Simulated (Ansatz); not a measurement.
Theory: DFT PBE, scalar-relativistic, plane waves, PAW in Ansatz 0.2.0. Settings: cutoff 420 eV, Γ-centred meshes spaced at most about 0.3 Å⁻¹, and about 0.25 Å⁻¹ or finer for metals (2π included), Gaussian smearing. No spin polarisation.

These are static total energies at zero pressure.

Two relaxed structures of Zn7O:

A.

```xyz
8
Lattice="2.9928 0.0000 0.0000 -1.4964 2.5919 0.0000 0.0000 0.0000 15.3184" Properties=species:S:1:pos:R:3 pbc="T T T"
Zn    0.0000    1.7279   11.2408
Zn    1.4964    0.8640   13.2816
Zn    0.0000    1.7279    7.1038
Zn    0.0000    0.0000    9.1634
Zn    0.0000    0.0000   15.2577
Zn    0.0000    1.7279    2.8533
Zn    0.0000    0.0000    5.0136
O     0.0000    0.0000    1.8628
```

B.

```xyz
8
Lattice="4.5540 0.0000 0.0000 -2.2770 3.9439 0.0000 0.0000 0.0000 7.4912" Properties=species:S:1:pos:R:3 pbc="T T T"
Zn    2.9984    0.0000    1.5702
Zn   -1.4992    2.5967    1.5702
Zn    0.7778    1.3472    1.5702
Zn    2.9984    0.0000    5.9210
Zn   -1.4992    2.5967    5.9210
Zn    0.7778    1.3472    5.9210
Zn    0.0000    0.0000    3.7456
O     0.0000    0.0000    0.0000
```

Question: Which is lower in energy, and by how much?

Answer: A is lower, by 146 meV/atom. A has space group P3m1 (No. 156), 14.9 Å³/atom and no gap on its mesh; B has space group P-62m (No. 189), 16.8 Å³/atom and no gap. Counting Zn atoms around O (those within 1.25 times the shortest such distance or 1.15 times the sum of covalent radii), A has O 4 and B has O 6. The denser one is the lower, and pressure would at first widen the difference. In A, Zn on its first site is surrounded by 6 Zn at 2.67–2.70 Å and 6 Zn at 2.99 Å; around Zn on its second site lie 6 Zn at 2.63–2.67 Å and 6 Zn at 2.99 Å; O is surrounded by 4 Zn at 1.92–1.99 Å, 6 O at 2.99 Å and 1 Zn at 3.15 Å; 5 more sites not described. In B, Zn on a site of symmetry m is surrounded by 1 O at 2.21 Å and 7 Zn at 2.60–2.69 Å; around Zn on a site of symmetry -62m lie 6 Zn at 2.67 Å; O is surrounded by 6 Zn at 2.21 Å. Both come from invented guesses.

Cells relaxed within their symmetry can be saddle points.
